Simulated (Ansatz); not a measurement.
The calculation used DFT PBE, scalar-relativistic, plane waves, PAW in Ansatz. Settings: cutoff 420 eV, Γ-centred meshes spaced at most about 0.3 Å⁻¹, and about 0.25 Å⁻¹ or finer for metals (2π included), Gaussian smearing. No spin polarisation in the final relaxations.

Each of these unrelaxed guesses is relaxed in cell and atoms within its symmetry. A guess keeps its type if space group and coordination stay and the shape of the cell changes little (axis ratios within about 15 %, angles within 6°); the volume may change.

1. LiH

```cif
data_structure
_symmetry_space_group_name_H-M 'P2/m'
_symmetry_Int_Tables_number 10
_cell_length_a 4.9914
_cell_length_b 3.1196
_cell_length_c 5.4034
_cell_angle_alpha 90.000
_cell_angle_beta 90.000
_cell_angle_gamma 90.000
_cell_volume 84.14
loop_
_atom_site_label
_atom_site_type_symbol
_atom_site_symmetry_multiplicity
_atom_site_Wyckoff_symbol
_atom_site_fract_x
_atom_site_fract_y
_atom_site_fract_z
_atom_site_occupancy
Li1 Li 1 a 0.00000 0.00000 0.00000 1
Li2 Li 1 f 0.00000 0.50000 0.50000 1
H1 H 2 m 0.76000 0.00000 0.66667 1
```

2. HfS4

```cif
data_structure
_symmetry_space_group_name_H-M 'P4/mmm'
_symmetry_Int_Tables_number 123
_cell_length_a 4.7362
_cell_length_b 4.7362
_cell_length_c 5.2689
_cell_angle_alpha 90.000
_cell_angle_beta 90.000
_cell_angle_gamma 90.000
_cell_volume 118.19
loop_
_atom_site_label
_atom_site_type_symbol
_atom_site_symmetry_multiplicity
_atom_site_Wyckoff_symbol
_atom_site_fract_x
_atom_site_fract_y
_atom_site_fract_z
_atom_site_occupancy
Hf1 Hf 1 a 0.00000 0.00000 0.00000 1
S1 S 4 i 0.00000 0.50000 0.30475 1
```

3. Si

```cif
data_structure
_symmetry_space_group_name_H-M 'P4/mmm'
_symmetry_Int_Tables_number 123
_cell_length_a 6.1832
_cell_length_b 6.1832
_cell_length_c 4.9766
_cell_angle_alpha 90.000
_cell_angle_beta 90.000
_cell_angle_gamma 90.000
_cell_volume 190.26
loop_
_atom_site_label
_atom_site_type_symbol
_atom_site_symmetry_multiplicity
_atom_site_Wyckoff_symbol
_atom_site_fract_x
_atom_site_fract_y
_atom_site_fract_z
_atom_site_occupancy
Si1 Si 4 i 0.50000 0.00000 0.78742 1
Si2 Si 4 m 0.24225 0.00000 0.50000 1
```

Q: Which keep their type?

A: Guesses 2 and 3 keep their type.

| guess | kept | start group | end group | V start (Å³/atom) | V end | b/a and c/a, end over start | nearest neighbours start | nearest neighbours end |
| --- | --- | --- | --- | --- | --- | --- | --- | --- |
| 1 | no | P2/m | P2/m | 21.0 | 9.7 | 1.63, 1.72 | H 3, Li 2/4 | H 4, Li 4 |
| 2 | yes | P4/mmm | P4/mmm | 23.6 | 20.6 | 1.00, 0.95 | Hf 8, S 1 | Hf 8, S 1 |
| 3 | yes | P4/mmm | P4/mmm | 23.8 | 31.5 | 1.00, 0.95 | Si 3/4 | Si 3/4 |

Neighbours count within 15 % of an atom's shortest distance; end groups are read at 0.02 Å (0.05 Å in metals).

These runs have no spin–orbit coupling, which can matter for Hf. Cells relaxed within their symmetry can be saddle points.

In counts of neighbours, a slash parts the counts of unlike sites.
